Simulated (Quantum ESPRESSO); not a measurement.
# SnTe (Fm-3m) in Quantum ESPRESSO: notebook, part 2 of 2

Quantum ESPRESSO 7.5. The steps go on from the part before.

## (3) Phonons, rPW86PBE+rVV10

Input file pw.in:

```
&CONTROL
  calculation = 'scf'
  prefix = 'pwscf'
  outdir = './tmp'
  pseudo_dir = './pseudo'
  tprnfor = .true.
  tstress = .true.
  disk_io = 'low'
/
&SYSTEM
  ibrav = 0
  nat = 2
  ntyp = 2
  ecutwfc = 52
  ecutrho = 312
  nbnd = 16
  input_dft = 'rvv10'
  occupations = 'smearing'
  smearing = 'mv'
  degauss = 0.01469973
/
&ELECTRONS
  conv_thr = 4d-10
  electron_maxstep = 120
  mixing_beta = 0.5
/
ATOMIC_SPECIES
Te   127.6000 Te.GGA_PBE-JTH.UPF
Sn   118.7100 Sn.GGA_PBE-JTH.UPF
CELL_PARAMETERS bohr
   0.0000000000    5.9542435598    5.9542435598
   5.9542435598    0.0000000000    5.9542435598
   5.9542435598    5.9542435598    0.0000000000
ATOMIC_POSITIONS bohr
Te     5.9542435598    5.9542435598    5.9542435598
Sn     0.0000000000    0.0000000000    0.0000000000
K_POINTS automatic
7 7 7 0 0 0
```

Input file relax.in:

```
&CONTROL
  calculation = 'vc-relax'
  prefix = 'pwscf'
  outdir = './tmp'
  pseudo_dir = './pseudo'
  tprnfor = .true.
  tstress = .true.
  disk_io = 'low'
  nstep = 40
  forc_conv_thr = 0.0001
  etot_conv_thr = 1d-06
/
&SYSTEM
  ibrav = 0
  nat = 2
  ntyp = 2
  ecutwfc = 52
  ecutrho = 312
  nbnd = 16
  input_dft = 'rvv10'
  occupations = 'smearing'
  smearing = 'mv'
  degauss = 0.01469973
/
&ELECTRONS
  conv_thr = 4d-10
  electron_maxstep = 120
  mixing_beta = 0.5
/
&IONS
  ion_dynamics = 'bfgs'
/
&CELL
  cell_dynamics = 'bfgs'
  press = 0
  press_conv_thr = 0.2
/
ATOMIC_SPECIES
Te   127.6000 Te.GGA_PBE-JTH.UPF
Sn   118.7100 Sn.GGA_PBE-JTH.UPF
CELL_PARAMETERS bohr
   0.0000000000    5.9542435598    5.9542435598
   5.9542435598    0.0000000000    5.9542435598
   5.9542435598    5.9542435598    0.0000000000
ATOMIC_POSITIONS bohr
Te     5.9542435598    5.9542435598    5.9542435598
Sn     0.0000000000    0.0000000000    0.0000000000
K_POINTS automatic
7 7 7 0 0 0
```

Input file scf2.in:

```
&CONTROL
  calculation = 'scf'
  prefix = 'pwscf'
  outdir = './tmp'
  pseudo_dir = './pseudo'
  tprnfor = .true.
  tstress = .true.
  disk_io = 'low'
/
&SYSTEM
  ibrav = 0
  nat = 2
  ntyp = 2
  ecutwfc = 52
  ecutrho = 312
  nbnd = 16
  input_dft = 'rvv10'
  occupations = 'fixed'
/
&ELECTRONS
  conv_thr = 1d-13
  electron_maxstep = 120
  mixing_beta = 0.5
  startingpot = 'file'
  startingwfc = 'file'
/
ATOMIC_SPECIES
Te   127.6000 Te.GGA_PBE-JTH.UPF
Sn   118.7100 Sn.GGA_PBE-JTH.UPF
CELL_PARAMETERS bohr
   0.0000000000    6.1096345241    6.1096345241
   6.1096345241    0.0000000000    6.1096345241
   6.1096345241    6.1096345241    0.0000000000
ATOMIC_POSITIONS bohr
Te     6.1096345241    6.1096345241    6.1096345241
Sn     0.0000000000    0.0000000000    0.0000000000
K_POINTS automatic
7 7 7 0 0 0
```

Input file ph.in:

```
phonons of SnTe
&INPUTPH
  prefix = 'pwscf'
  outdir = './tmp'
  tr2_ph = 1d-18
  fildyn = 'dyn'
  niter_ph = 90
  alpha_mix(1) = 0.7
  epsil = .true.
/
0.0000000000 0.0000000000 0.0000000000
```

Input file dynmat.in:

```
&INPUT
  fildyn = 'dyn'
  asr = 'crystal'
  lperm = .true.
  filout = 'dynmat.disp'
  fileig = 'dynmat.eig'
/
```

Input file dynmat_lo.in:

```
&INPUT
  fildyn = 'dyn'
  asr = 'crystal'
  filout = 'dynmat_lo.disp'
  fileig = 'dynmat_lo.eig'
  q(1) = 0
  q(2) = 0
  q(3) = 1
/
```

Potentials or basis: JTH 2.0 PBE.

Launch:

```bash
OMP_NUM_THREADS=1 pw.x -in pw.in > pw.out
OMP_NUM_THREADS=1 pw.x -in relax.in > relax.out
OMP_NUM_THREADS=1 pw.x -in scf2.in > scf2.out
OMP_NUM_THREADS=1 ph.x -in ph.in > ph.out
OMP_NUM_THREADS=1 dynmat.x -in dynmat.in > dynmat.out
OMP_NUM_THREADS=1 dynmat.x -in dynmat_lo.in > dynmat_lo.out
```

pw.out:

```text
This program is part of the open-source Quantum ESPRESSO suite
     for quantum simulation of materials; please cite
         "P. Giannozzi et al., J. Phys.:Condens. Matter 21 395502 (2009);
         "P. Giannozzi et al., J. Phys.:Condens. Matter 29 465901 (2017);
         "P. Giannozzi et al., J. Chem. Phys. 152 154105 (2020);
     in publications or presentations arising from this work. More details at

     file Te.GGA_PBE-JTH.UPF: wavefunction(s)  0S 0P renormalized
     file Sn.GGA_PBE-JTH.UPF: wavefunction(s)  0S 5P 0P 4D 0D renormalized

     IMPORTANT: XC functional enforced from input :
     Exchange-correlation= RVV10
                           (   1   4  13   4  26   0   0)
     Any further DFT definition will be discarded
     Please, verify this is what you really want

     Message from routine setup:
     using ibrav=0 with symmetry is DISCOURAGED, use correct ibrav instead

     G-vector sticks info
     --------------------
     sticks:   dense  smooth     PW     G-vecs:    dense   smooth      PW
     Sum        1519    1027    301                39237    21547    3479

     Using Slab Decomposition

     bravais-lattice index     =            0
     lattice parameter (alat)  =       8.4206  a.u.
     unit-cell volume          =     422.1918 (a.u.)^3
     number of atoms/cell      =            2
     number of atomic types    =            2
     number of electrons       =        20.00
     number of Kohn-Sham states=           16
[... 153 lines left out ...]
     WARNING: integrated charge=    20.00284249, expected=    20.00000000
[... 48 lines left out ...]
     iteration #  9     ecut=    52.00 Ry     beta= 0.50
     Davidson diagonalization with overlap
     ethr =  3.24E-12,  avg # of iterations =  3.7

     negative rho (up, down):  6.031E-03 0.000E+00

     End of self-consistent calculation

          k = 0.0000 0.0000 0.0000 (  2685 PWs)   bands (ev):

   -13.7294 -13.7294 -13.7200 -13.7200 -13.7200  -4.7347   3.2982   5.9472
     5.9472   5.9472  11.4510  11.4510  11.4510  12.9618  12.9618  12.9618

          k = 0.1010 0.1010-0.1010 (  2698 PWs)   bands (ev):
[... 71 lines left out ...]
   -13.7448 -13.7257 -13.7225 -13.7098 -13.7093  -3.1290   1.0874   2.6551
     4.5195   4.7609  10.8257  12.1685  12.4726  14.1111  17.5282  18.0675

          k = 0.4041 0.2020 0.0000 (  2664 PWs)   bands (ev):

   -13.7369 -13.7290 -13.7200 -13.7136 -13.7133  -3.7345   0.8611   4.4156
     5.3350   6.4249   9.6762  10.4656  11.6558  12.7132  15.8932  16.7239

          k =-0.2020-0.4041 0.6061 (  2671 PWs)   bands (ev):
[... 11 lines left out ...]
   -13.7407 -13.7290 -13.7178 -13.7148 -13.7094  -3.1002   0.5230   3.1500
     3.8615   6.8472   9.2455  12.2236  13.1271  13.4353  14.6764  18.3013

     the Fermi energy is     8.2296 ev

     WARNING: integrated charge=    20.00288197, expected=    20.00000000

!    total energy              =    -811.96412347 Ry
     total all-electron energy =      -811.964123 Ry
     estimated scf accuracy    <          5.6E-12 Ry
     smearing contrib. (-TS)   =       0.00004058 Ry
     internal energy E=F+TS    =    -811.96416405 Ry

     The total energy is F=E-TS. E is the sum of the following terms:
     one-electron contribution =     -65.62975090 Ry
     hartree contribution      =      58.17141089 Ry
     xc contribution           =     -35.93751673 Ry
     ewald contribution        =    -104.69534151 Ry
     one-center paw contrib.   =    -663.87296581 Ry

     convergence has been achieved in   9 iterations

     negative rho (up, down):  6.031E-03 0.000E+00

     Forces acting on atoms (cartesian axes, Ry/au):

     atom    1 type  1   force =    -0.00000000    0.00000000   -0.00000000
     atom    2 type  2   force =     0.00000000   -0.00000000    0.00000000

     Total force =     0.000000     Total SCF correction =     0.000000

     Computing stress (Cartesian axis) and pressure

     negative rho (up, down):  6.031E-03 0.000E+00
          total   stress  (Ry/bohr**3)                   (kbar)     P=       36.81
   0.00025022   0.00000000   0.00000000           36.81        0.00        0.00
   0.00000000   0.00025022   0.00000000            0.00       36.81        0.00
   0.00000000   0.00000000   0.00025022            0.00        0.00       36.81

=------------------------------------------------------------------------------=
   JOB DONE.
=------------------------------------------------------------------------------=
```

Wall time 12 min (1 thread of Arm Neoverse V2, shared host); peak memory 0.33 GiB.

What came out:

```yaml
Free_energy: -11047.4154 eV
Relaxed_volume: 33.79 Å³/atom
Relaxed_cell: a = 4.572 Å, b = 4.572 Å, c = 4.572 Å, α = 60.00°, β = 60.00°, γ = 60.00°
Space_group_after_relaxing_to_0.05_Å: Fm-3m (No. 225)
Pressure_after_relaxing: -0.1 GPa
Highest_phonon_frequency_at_Γ_LO-TO_splitting_left_out: -8 cm⁻¹
Most_unstable_mode: 43i cm⁻¹
```

Step by step:
```csv
step,energy change (eV),largest force (eV/Å),pressure (GPa),volume (Å³)
1,0.0000,0.0000,3.68,62.56
2,-0.0254,0.0000,2.67,63.74
3,-0.0442,0.0000,1.66,65.06
4,-0.0575,0.0000,0.32,67.07
5,-0.0583,0.0000,0.02,67.56
6,-0.0583,0.0000,0.00,67.59
7,-0.0583,0.0000,0.00,67.59
```

Final structure:
```yaml
crystal:
  lattice:
    - [0.00000, 3.23308, 3.23308]
    - [3.23308, 0.00000, 3.23308]
    - [3.23308, 3.23308, 0.00000]
  atoms:
    - { symbol: Te, position: [0.50000, 0.50000, 0.50000] }
    - { symbol: Sn, position: [0.00000, 0.00000, 0.00000] }
```

Phonon frequencies in cm⁻¹ (negative: imaginary):
| q point | frequencies |
| --- | --- |
| (0.000, 0.000, 0.000) | -43 -43 -43 -8 -8 -8 |

Optical modes at Γ, degenerate ones joined, polar ones without the macroscopic field:
| cm⁻¹ | components | symmetry | active in | IR intensity, summed ((D/Å)²/amu) |
| --- | --- | --- | --- | --- |
| 43i | 3 | T1u | IR | 54.93 |

Zone-centre frequencies without and with the macroscopic field along z (cm⁻¹):
```csv
,optical modes in rising order
without,43i 43i 43i
with the field,43i 43i 103
```

Caveat: the potentials were made for another functional, which shifts forces and pressure; some modes are imaginary; the gap is small at this level, which inflates the dielectric constant; this odd mesh misses L, where the gap lies, so gap, dielectric constants and Born charges aren't listed; this smearing can shift energies of a crystal with a gap. Spin-orbit coupling is left out, which matters for the levels of Te.
